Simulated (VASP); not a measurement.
Runs of VASP 6.6.1 on Zn. The structure is hexagonal, space group P6_3/mmc (No. 194). The conventional cell has a = 2.670 Å, b = 2.670 Å, c = 4.966 Å, α = 90.00°, β = 90.00°, γ = 120.00°. Zn (site symmetry -6m2) has 12 Zn at 2.67 to 2.92 Å as nearest neighbours. 

```tsv
task	level	potentials or basis	cutoff (eV)	smearing	gap on the mesh (eV)	pressure (GPa)
single point	PBE	VASP PAW PBE potentials, release 54 (Zn)	520	gaussian 0.05 eV	none	-0.1
single point	RPBE	VASP PAW PBE potentials, release 64 (Zn_GW)	550	gaussian 0.05 eV	none	2.3
band structure	PBE+TS	VASP PAW PBE potentials, release 54 (Zn)	500	gaussian 0.05 eV	-	-5.4
electron localisation function	r2SCAN	VASP PAW PBE potentials, release 54 (Zn)	500	methfessel-paxton 0.1 eV	none	(a)
```

Alike in all rows: no spin polarisation; cell as given; k mesh 11 × 11 × 6.

**Question.** Estimate the missing entries.

**Answer.** (a) -4.2.

Caveats: the PAW data sets were made with another functional, which shifts forces and pressure a little (some runs); atom-pairwise D2, TS and ULG terms overbind metals (some runs); pairwise dispersion overbinds metals, which lowers pressure and volume (some runs).

A gap of «none» marks a metal or a gap under the smearing width.
